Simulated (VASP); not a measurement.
# PtSe₂, self-consistent run: which settings are enough?

PtSe₂, P1 (no. 1), 3 atoms in the cell. PBE; PAW potentials Pt, Se (PBE set). VASP 6.6.1. The atoms are moved at random off their ideal places.

Wanted: energy within 1 meV/atom; forces within 0.005 eV/Å; pressure within 0.1 GPa.

POSCAR:
```
PtSe2
1.0
    3.7240000000      0.0000000000      0.0000000000
   -1.8620000000      3.2250786037      0.0000000000
    0.0000000000      0.0000000000      5.0620000000
Pt Se
1 2
Direct
   -0.0081800000     -0.0027050000     -0.0015850000
    0.6763260000      0.3478320000      0.7496380000
    0.3303040000      0.6680840000      0.2500600000
```

## One numerical tag moved

| One numerical tag moved | Energy less reference (meV/atom) | Forces, largest deviation (eV/Å) | Pressure (GPa) | SCF iterations | Time (s) |
|---|---|---|---|---|---|
| default | 0.0 | 0.0000 | 7.39 | 14 | 64 |
| WEIMIN = 0.0 | 0.0 | 0.0000 | 7.39 | 14 | 54 |
| LCORR = F | 0.0 | 0.0002 | 7.39 | 14 | 54 |
| LDIAG = F | 0.0 | 0.0002 | 7.39 | 15 | 81 |
| DEPER = 0.05 | 0.0 | 0.0001 | 7.39 | 14 | 90 |
| NBLK = 64 | 0.0 | 0.0000 | 7.39 | 14 | 70 |
| LASYNC = T | 0.0 | 0.0000 | 7.39 | 14 | 70 |
| EBREAK = 0.0001 | 0.0 | 0.0001 | 7.39 | 15 | 63 |
| EBREAK = 1e-10 | 0.0 | 0.0000 | 7.39 | 14 | 70 |

Chosen: default; no other choice that stays within half of the tolerance saves 30 % of the time.

## The input

INCAR:
```
SYSTEM = PtSe2
PREC = Accurate
ENCUT = 520
EDIFF = 1E-7
ISMEAR = 0
SIGMA = 0.02
LREAL = .FALSE.
LASPH = .TRUE.
ALGO = Normal
NELM = 100
ISIF = 2
LWAVE = .FALSE.
LCHARG = .FALSE.
```

KPOINTS:
```
k-points
0
Gamma
  7 7 5
```

Commands:
```
cat potpaw_PBE.64/Pt/POTCAR potpaw_PBE.64/Se/POTCAR > POTCAR
mpirun -np 1 vasp_std > vasp.out
```

The chosen input took VASP 6.6.1 64 s on 1 core (AMD EPYC 9R45 (Zen 5)), a shared host.

## An input that fails: LMAXPAW = -1 without LASPH

It runs to its end, but against the unchanged starting input it is off by 25.0 meV/atom in the energy, 0.0755 eV/Å in the forces, 0.24 GPa in the pressure.

Changes against the starting input:
```
- LASPH = True
+ LASPH = False
+ LMAXPAW = -1
```
